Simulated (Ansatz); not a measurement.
Space group Fd-3m:1 (No. 227). a = 7.401 Å, b = 7.401 Å, c = 7.401 Å, α = 90.00°, β = 90.00°, γ = 90.00°
```
atom site symmetry x y z
  Si    8a      -43m  0.5000  0.0000  0.5000
   O   16c      .-3m  0.1250  0.1250  0.1250
```

Equation of state of this SiO$_{2}$ structure (not necessarily the ground state), with shape and atoms relaxed at each volume where symmetry leaves them free. Method: Ansatz, DFT r2SCAN, scalar-relativistic, plane waves, PAW.

Plane waves to 500 eV, a k mesh through Γ of 6×6×6 on the computed 6-atom cell and Gaussian smearing (0.02 eV); no spin polarisation.

| V (Å³/atom) | E − E(largest V) (meV/atom) | P (GPa) | gap on mesh (eV) |
| --- | --- | --- | --- |
| 15.879 | 5.92 | 11.00 | 6.15 |
| 16.386 | -19.31 | 5.09 | 6.11 |
| 16.893 | -27.17 | 0.00 | 6.05 |
| 17.400 | -20.05 | -4.40 | 5.97 |
| 17.907 | 0.00 | -8.19 | 5.85 |

Fit a third-order Birch–Murnaghan equation to E(V).

V0 = 16.89 Å³/atom, B0 = 158 GPa, B0' = 3.9.

This form isn't the usual stable structure of the compound.